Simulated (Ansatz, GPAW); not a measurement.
Given: the input of a run of Ansatz 0.2.0 on Ba (Barium). 

Contents of input.yaml:

```yaml
crystal:
  lattice:
    - [-2.5065, 2.5065, 2.5065]
    - [2.5065, -2.5065, 2.5065]
    - [2.5065, 2.5065, -2.5065]
  atoms:
    - { symbol: Ba, position: [0.0, 0.0, 0.0] }
hamiltonian:
  xc: pbe
  pseudopotentials: { kind: paw }
kpoints:
  mp_grid: { grid: [8, 8, 8] }
scf:
  occupations: { method: gaussian, width: 0.1 }
output:
  forces: true
  stress: true
  eigenvalues: true
```

Potentials or basis: Ansatz PAW.

The run is started by

```console
$ ansatz run input.yaml --threads 1 --pin off --max-ram 3584MiB --backend cpu --events-out ev --progress --plain --runs-dir out
```

Problem. What does the same run look like in GPAW 26.7.0 (ASE script)? Potentials or basis there: GPAW PAW data sets (gpaw-data 1.2.1), cutoff 600 eV.

Solution. As run (cutoffs and basis follow the program's own potentials, and thresholds, step limits or extra output files can differ):

run.py

```python
from ase.dft.bandgap import bandgap
from ase.io import read, write
from ase.units import GPa
from gpaw import GPAW, PW

atoms = read('Ba.xyz')

calc = GPAW(mode=PW(600),
            xc='PBE',
            kpts={'size': (8, 8, 8), 'gamma': True},
            occupations={'name': 'methfessel-paxton', 'order': 0, 'width': 0.1},
            nbands=12,
            convergence={'density': 1e-05, 'energy': 1e-05},
            maxiter=150,
            txt='gpaw.txt')
atoms.calc = calc
energy = atoms.get_potential_energy()
forces = atoms.get_forces()
stress = atoms.get_stress()
calc.write('gs.gpw')
write('result.traj', atoms)
print(f'Energy: {energy:.6f} eV')
print('Forces (eV/A):')
print(forces.round(4))
print('Stress (GPa):', (stress / GPa).round(3))
print('Fermi level:', round(calc.get_fermi_level(), 4), 'eV')
print(f'Gap: {bandgap(calc)[0]:.4f} eV, direct: {bandgap(calc, direct=True)[0]:.4f} eV')
```

File Ba.xyz:

```xyz
1
Lattice="-2.5065000000 2.5065000000 2.5065000000 2.5065000000 -2.5065000000 2.5065000000 2.5065000000 2.5065000000 -2.5065000000" Properties=species:S:1:pos:R:3 pbc="T T T"
Ba     0.0000000000      0.0000000000      0.0000000000
```

Potentials or basis: GPAW PAW data sets (gpaw-data 1.2.1), pw.

Run with:

```sh
$ OMP_NUM_THREADS=1 python run.py
```

Both were run:

|  | Ansatz | GPAW |
| --- | --- | --- |
| Pressure | 0.0 GPa | 0.0 GPa |

Ansatz's pressure holds a Pulay term of +0.00 GPa for its cutoff of 420 eV, which the other run lacks.

Where Ansatz's input types no cutoff or centring, it takes its own default and a Γ-centred mesh.

Pressure is positive in compression.
